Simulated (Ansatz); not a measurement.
Zinc-blende ZnTe was calculated with PBE in Ansatz (plane waves, PAW).

Settings: plane-wave cutoff 520 eV, 10×10×10 k mesh, Fermi–Dirac smearing 0.01 eV, scalar-relativistic PAW data made under PBE.

Computed at the level's own relaxed cell.

### Question
Estimate the equilibrium volume per atom, band gap, pressure derivative B′ of the bulk modulus, bulk modulus and lattice parameter a that the calculation returns.

### Answer

* **equilibrium volume per atom**: 29.49 Å³/atom
* **band gap**: 1.08 eV
* **pressure derivative B′ of the bulk modulus**: 4.7
* **bulk modulus**: 43.3 GPa
* **lattice parameter a**: 6.179 Å

Measured, for comparison: band gap 2.43 eV (zero-point renormalisation of 40 meV (experimental, the table's column) added back here, direct; inputs from Miglio et al. (2020), arXiv:2011.12765); equilibrium volume per atom 28.42 Å³/atom (room temperature, no zero-point or thermal correction; as tabulated in Albrecht et al. (1997), arXiv:cond-mat/9706128); bulk modulus 51 ± 3 GPa (room temperature, no zero-point or thermal correction; as tabulated in Determination of phase transition pressures of ZnTe under quasihydrostatic …); lattice constant a 6.104 Å (room temperature, no zero-point or thermal correction, our sources range from 6.089 to 6.104; as tabulated in Albrecht et al. (1997), arXiv:cond-mat/9706128). Computed (rounded) less measured: equilibrium volume per atom +3.8 %, bulk modulus -15 %, lattice constant a +1.2 % (+1.2 % to +1.5 % over the range).

Spin–orbit coupling is not included; with these elements it can move the gap by several tenths of an eV or more.

The computed numbers hold no vibrational or temperature effects.

It cost very roughly 60 core-seconds of CPU time.

Ansatz is a first-principles code.
